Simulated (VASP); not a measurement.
# CoO (P-6m2) in VASP: notebook

Runs on CoO. Level: PBE. Tasks: relaxation of the atoms.

Everything below comes from runs of VASP 6.6.1. Logs are shortened: lines on timing, memory, paths and dates and some standing lists are left out, and cuts for length are marked.

### 1 The undisturbed crystal

It takes space group P-6m2 (No. 187, hexagonal). Conventional cell: a = 2.828 Å, b = 2.828 Å, c = 2.722 Å, α = 90.00°, β = 90.00°, γ = 120.00°. Around Co (site symmetry -6m2) lie 6 O at 2.13 Å. Around O (site symmetry -6m2) lie 6 Co at 2.13 Å.

The cell was built by a generator and needn't be a form met in nature.

### 2 Relaxation of the atoms, PBE, collinear spin, ferromagnetic start, 9.05 Å³/atom (strain = -0.04)

Contents of INCAR:

```
PREC = Accurate
ENCUT = 520
EDIFF = 1E-6
ISMEAR = -1
SIGMA = 0.05
LREAL = F
LASPH = T
NELM = 100
ALGO = Fast
ISIF = 2
LWAVE = F
LCHARG = F
ISPIN = 2
MAGMOM = 2 0
LORBIT = 11
LMAXMIX = 4
GGA = PE
IBRION = 2
NSW = 60
EDIFFG = -0.01
```

Contents of KPOINTS:

```
Automatic mesh
0
Gamma
  8 8 7
```

Contents of POSCAR:

```
CoO
1.0
    2.7153120000      0.0000000000      0.0000000000
   -1.3576608000      2.4495100000      0.0000000000
    0.0000000000      0.0000000000      2.7217200000
Co O
1 1
Direct
    0.0000000000      0.0000000000      0.5000000000
    0.6666700000      0.3333300000      0.0000000000
```

Potentials or basis: VASP PAW PBE potentials, release 64 (Co, O).

Run with:

```sh
cat potpaw_PBE.64/Co/POTCAR potpaw_PBE.64/O/POTCAR > POTCAR
mpirun -np 1 vasp_std > vasp.out
```

OUTCAR:

```text
PREC = Accurate
   ENCUT = 520
   EDIFF = 1E-6
   ISMEAR = -1
   LREAL = F
   LASPH = T
   NELM = 100
   ISIF = 2
   ISPIN = 2
   LORBIT = 11
   GGA = PE
   IBRION = 2
   NSW = 60
   EDIFFG = -0.01

 ion  position               nearest neighbor table
   1  0.000  0.000  0.500-   2 2.09   2 2.09   2 2.09   2 2.09   2 2.13   2 2.13
   2  0.667  0.333  0.000-   1 2.09   1 2.09   1 2.09   1 2.09   1 2.13   1 2.13

  LATTYP: Found a base centered orthorhombic cell.
 ALAT       =     2.7153120000
 B/A-ratio  =     1.8042199202
 C/A-ratio  =     1.0023599498

  Lattice vectors:

 A1 = (   1.3576608000,  -2.4495100000,   0.0000000000)
 A2 = (   1.3576512000,   2.4495100000,   0.0000000000)
 A3 = (   0.0000000000,   0.0000000000,   2.7217200000)

Analysis of symmetry for initial positions (statically):
=====================================================================
 Subroutine PRICEL returns:
 Original cell was already a primitive cell.

 Routine SETGRP: Setting up the symmetry group for a
 base centered orthorhombic supercell.

 Subroutine GETGRP returns: Found  2 space group operations
 (whereof  2 operations were pure point group operations)
 out of a pool of  8 trial point group operations.

The static configuration has the point symmetry C_1h.

Analysis of symmetry for dynamics (positions and initial velocities):
=====================================================================
 Subroutine PRICEL returns:
 Original cell was already a primitive cell.

 Routine SETGRP: Setting up the symmetry group for a
 base centered orthorhombic supercell.

 Subroutine GETGRP returns: Found  2 space group operations
 (whereof  2 operations were pure point group operations)
 out of a pool of  8 trial point group operations.

The dynamic configuration has the point symmetry C_1h.

Analysis of structural, dynamic, and magnetic symmetry:
=====================================================================
 Subroutine PRICEL returns:
 Original cell was already a primitive cell.

 Routine SETGRP: Setting up the symmetry group for a
 base centered orthorhombic supercell.

 Subroutine GETGRP returns: Found  2 space group operations
 (whereof  2 operations were pure point group operations)
 out of a pool of  8 trial point group operations.

The overall configuration has the point symmetry C_1h.

 Subroutine INISYM returns: Found  2 space group operations
 (whereof  2 operations are pure point group operations),
 and found     1 'primitive' translations

----------------------------------------------------------------------------------------

                                     Primitive cell

  volume of cell :      18.1027

  direct lattice vectors                    reciprocal lattice vectors
     2.715312000  0.000000000  0.000000000     0.368281803  0.204123179  0.000000000
    -1.357660800  2.449510000  0.000000000     0.000000000  0.408244914  0.000000000
     0.000000000  0.000000000  2.721720000     0.000000000  0.000000000  0.367414723

  length of vectors
     2.715312000  2.800596738  2.721720000     0.421067404  0.408244914  0.367414723

  position of ions in fractional coordinates (direct lattice)
     0.000000000  0.000000000  0.500000000
     0.666670000  0.333330000  0.000000000

  ion indices of the primitive-cell ions
   primitive index   ion index
                 1           1
                 2           2

----------------------------------------------------------------------------------------

 KPOINTS: Automatic mesh

Automatic generation of k-mesh.
 Grid dimensions read from file:
 generate k-points for:    8    8    7

 Generating k-lattice:

  Cartesian coordinates                     Fractional coordinates (reciprocal lattice)
     0.046035225  0.025515397  0.000000000     0.125000000  0.000000000  0.000000000
     0.000000000  0.051030614  0.000000000     0.000000000  0.125000000  0.000000000
     0.000000000  0.000000000  0.052487818     0.000000000  0.000000000  0.142857143

  Length of vectors
     0.052633426  0.051030614  0.052487818

  Shift w.r.t. Gamma in fractional coordinates (k-lattice)
     0.000000000  0.000000000  0.000000000

 Subroutine IBZKPT returns following result:
 ===========================================

 Found    136 irreducible k-points:

 Following reciprocal coordinates:
            Coordinates               Weight
  0.000000  0.000000  0.000000      1.000000
  0.125000  0.000000  0.000000      2.000000
  0.125000 -0.125000  0.000000      2.000000
  0.250000  0.000000  0.000000      2.000000
  0.250000 -0.250000  0.000000      2.000000
  0.375000  0.000000  0.000000      2.000000
[... 16 lines left out ...]
  0.125000  0.250000  0.000000      2.000000
  0.125000 -0.375000  0.000000      2.000000
 [... further k-points ...]
   k-points           NKPTS =    136   k-points in BZ     NKDIM =    136   number of bands    NBANDS=     12
   number of dos      NEDOS =    301   number of ions     NIONS =      2
   total plane-waves  NPLWV =   9600
   dimension x,y,z NGX =    20 NGY =   24 NGZ =   20
   dimension x,y,z NGXF=    40 NGYF=   48 NGZF=   40
   ions per type =               1   1
   NGX,Y,Z   is equivalent  to a cutoff of  12.25, 14.25, 12.22 a.u.
   NGXF,Y,Z  is equivalent  to a cutoff of  24.49, 28.49, 24.43 a.u.
 SYSTEM =  unknown system
   PREC   = accura    normal or accurate (medium, high low for compatibility)
   ISTART =      0    job   : 0-new  1-cont  2-samecut
   ICHARG =      2    charge: 1-file 2-atom 10-const
   ISPIN  =      2    spin polarized calculation?
   LNONCOLLINEAR =      F non collinear calculations
   LSORBIT =      F    spin-orbit coupling
   LASPH  =      T    aspherical Exc in radial PAW
   ENCUT  =  520.0 eV  38.22 Ry    6.18 a.u.   5.05  5.21  5.06*2*pi/ulx,y,z
   NELM   =    100;   NELMIN=  2; NELMDL= -5     # of ELM steps
   EDIFF  = 0.1E-05   stopping-criterion for ELM
   LREAL  =      F    real-space projection
   EDIFFG = -.1E-01   stopping-criterion for IOM
   NSW    =     60    number of steps for IOM
   IBRION =      2    ionic relax: 0-MD 1-quasi-New 2-CG
   NFREE  =      1    steps in history (QN), initial steepest desc. (CG)
   ISIF   =      2    stress and relaxation
   ISYM   =      2    0-nonsym 1-usesym 2-fastsym
   POTIM  = 0.5000    time-step for ionic-motion
   TEBEG  =    0.0;   TEEND  =   0.0 temperature during run
   PSTRESS=    0.0 pullay stress
   NELECT =      15.0000    total number of electrons
   NUPDOWN=      -1.0000    fix difference up-down
   EMIN   =  10.00;   EMAX   =-10.00  energy-range for DOS
   EFERMI =   0.00;   METHOD = LEGACY
   ISMEAR =    -1;   SIGMA  =   0.05  broadening in eV -4-tet -1-fermi 0-gaus
   EFERMI_NEDOS =   21; number of points for ismear=-14 and -15
   IALGO  =     68    algorithm
   IMIX   =      4    mixing-type and parameters
     AMIX     =   0.40;   BMIX     =  1.00
     AMIX_MAG =   1.60;   BMIX_MAG =  1.00
  volume/ion in A,a.u.               =       9.05        61.08
  Fermi-wavevector in a.u.,A,eV,Ry     =   1.537651  2.905739 32.169216  2.364371
  Thomas-Fermi vector in A             =   2.644130
   LORBIT       =     11    0 simple, 1 ext, 2 COOP (PROOUT), +10 PAW based schemes
   GGA     = PE    functional components
   LHFCALC =     F    Hartree Fock is set to
   AEXX    =    0.0000 exact exchange contribution
   IVDW    =     0    specifies the selected vdW correction
   LEPSILON=     F    determine dielectric tensor
   LRPA    =     F    only Hartree local field effects (RPA)
 conjugate gradient relaxation of ions
 spin polarized calculation
 RMM-DIIS sequential band-by-band and
  energy-cutoff  :      520.00
  volume of cell :       18.10
 maximum number of plane-waves:       495
   NGX = 11   NGY = 11   NGZ = 11

--------------------------------------- Ionic step        1  -------------------------------------------

 number of electron      14.9999999 magnetization       3.0001485

 Free energy of the ion-electron system (eV)
  ---------------------------------------------------
  ext. energy  EPLUGINS =         0.00000000
  ---------------------------------------------------
  free energy    TOTEN  =       -12.91266745 eV

  energy without entropy =      -12.88703701  energy(sigma->0) =      -12.89985223

------------------------ aborting loop because EDIFF is reached ----------------------------------------

  FORCE on cell =-STRESS in cart. coord.  units (eV):
  Direction    XX          YY          ZZ          XY          YZ          ZX
  --------------------------------------------------------------------------------------
  -------------------------------------------------------------------------------------
  Total        1.3144238      0.5824463      0.6605285      0.0000617      0.0000000      0.0000000
  in kB      116.3331805     51.5494574     58.4601257      0.0054617      0.0000000      0.0000000
  external PRESSURE =      75.4475878 kB  Pullay stress =       0.0000000 kB
[... 57 lines left out ...]
  energy  without entropy=      -12.8871419909  energy(sigma->0) =      -12.90000222

--------------------------------------- Ionic step        3  -------------------------------------------

 number of electron      15.0000000 magnetization       2.9997169

 Free energy of the ion-electron system (eV)
  ---------------------------------------------------
  ext. energy  EPLUGINS =         0.00000000
  ---------------------------------------------------
  free energy    TOTEN  =       -12.91299223 eV

  energy without entropy =      -12.88715160  energy(sigma->0) =      -12.90007191

 E-fermi :   8.7715     XC(G=0): -12.8177

 val. band max:        8.7687576362   @ k =   0.2500   0.2500   0.2857
 cond. band min:       8.7718774148   @ k =   0.5000   0.0000   0.0000
 fundamental gap:      0.0031197786
 Fermi energy:         8.7714775113

 spin component 1

 k-point     1 :       0.0000    0.0000    0.0000
  band No.  band energies     occupation
      1     -12.0787      1.00000
      2       3.5564      1.00000
      3       3.8602      1.00000
      4       4.2068      1.00000
      5       4.8040      1.00000
      6       5.8517      1.00000
      7       5.8746      1.00000
      8       7.6719      1.00000
      9       7.8667      1.00000
     10       9.7146      0.00000
     11      23.4209      0.00000
     12      25.2492      0.00000
[... 331 lines left out ...]
 k-point    24 :       0.1250   -0.3750    0.0000
  band No.  band energies     occupation
      1     -11.1489      1.00000
      2       1.2634      1.00000
      3       3.3785      1.00000
      4       3.9312      1.00000
      5       4.8723      1.00000
      6       5.6867      1.00000
      7       6.4275      1.00000
      8       7.0390      1.00000
      9       7.8475      1.00000
     10      13.4992      0.00000
     11      19.7976      0.00000
     12      23.4057      0.00000

 [... further k-points ...]

 spin component 2

 k-point     1 :       0.0000    0.0000    0.0000
  band No.  band energies     occupation
      1     -11.4165      1.00000
      2       4.8945      1.00000
      3       5.1909      1.00000
      4       5.5056      1.00000
      5       5.9491      1.00000
      6       8.9905      0.01235
      7       9.0196      0.00694
      8       9.5098      0.00000
      9       9.6846      0.00000
     10      10.3590      0.00000
     11      23.8713      0.00000
     12      25.8277      0.00000
[... 374 lines left out ...]
  FREE ENERGIE OF THE ION-ELECTRON SYSTEM (eV)
  ---------------------------------------------------
  free  energy   TOTEN  =       -12.9129922277 eV

  energy  without entropy=      -12.8871515970  energy(sigma->0) =      -12.90007191

 reached required accuracy - stopping structural energy minimisation

 total charge

# of ion       s       p       d       tot
------------------------------------------
    1        0.321   0.424   7.171   7.916
    2        1.564   3.422   0.000   4.986
--------------------------------------------------
tot          1.885   3.845   7.171  12.901

 magnetization (x)

# of ion       s       p       d       tot
------------------------------------------
    1        0.005   0.007   2.524   2.536
    2        0.028   0.390   0.000   0.417
--------------------------------------------------
tot          0.033   0.397   2.524   2.954
```

It took 100 s on 1 thread of Intel Xeon Platinum 8559C (Emerald Rapids), shared host; peak memory 0.17 GiB.

Results:

```
Free energy                                           : -12.9130 eV
Energy gained by relaxing                             : 0.2 meV/atom
Ionic steps                                           : 3
Pressure after relaxing                               : 7.4 GPa
Band gap on the k mesh                                : none (metal or under the smearing width)
Net moment                                            : 3.00 μB per cell
Site moments                                          : Co +2.54; O +0.42 μB
Valence electrons inside the program's atomic spheres : Co 7.92; O 4.99
```

Caveat: a cell with one magnetic atom can't hold antiferromagnetic order, which such compounds often take; semilocal functionals often make such compounds metallic where correlation or magnetic order opens a gap, which also shifts bond lengths.

### 3 Relaxation of the atoms, PBE, collinear spin, ferromagnetic start, 9.24 Å³/atom (strain = -0.02)

INCAR is that of step 2.

KPOINTS is that of step 2.

Contents of POSCAR:

```
CoO
1.0
    2.7718810000      0.0000000000      0.0000000000
   -1.3859454000      2.4495100000      0.0000000000
    0.0000000000      0.0000000000      2.7217200000
Co O
1 1
Direct
    0.0000000000      0.0000000000      0.5000000000
    0.6666700000      0.3333300000      0.0000000000
```

Potentials or basis: VASP PAW PBE potentials, release 64 (Co, O).

Run with:

```sh
cat potpaw_PBE.64/Co/POTCAR potpaw_PBE.64/O/POTCAR > POTCAR
mpirun -np 1 vasp_std > vasp.out
```

Wall time 73 s (1 thread of Intel Xeon Platinum 8559C (Emerald Rapids), shared host); peak memory 0.18 GiB.

Results (log left out):

```yaml
Free_energy: -12.9327 eV
Energy_gained_by_relaxing: 0.0 meV/atom
Ionic_steps: 2
Pressure_after_relaxing: 3.2 GPa
Largest_force_after_relaxing: 0.009 eV/Å
Band_gap_on_the_k_mesh: none (metal or under the smearing width)
Net_moment: 3.00 μB per cell
Site_moments: Co +2.54; O +0.41 μB
Valence_electrons_inside_the_program's_atomic_spheres: Co 7.88; O 4.98
```

Caveat: a cell with one magnetic atom can't hold antiferromagnetic order, which such compounds often take; semilocal functionals often make such compounds metallic where correlation or magnetic order opens a gap, which also shifts bond lengths.
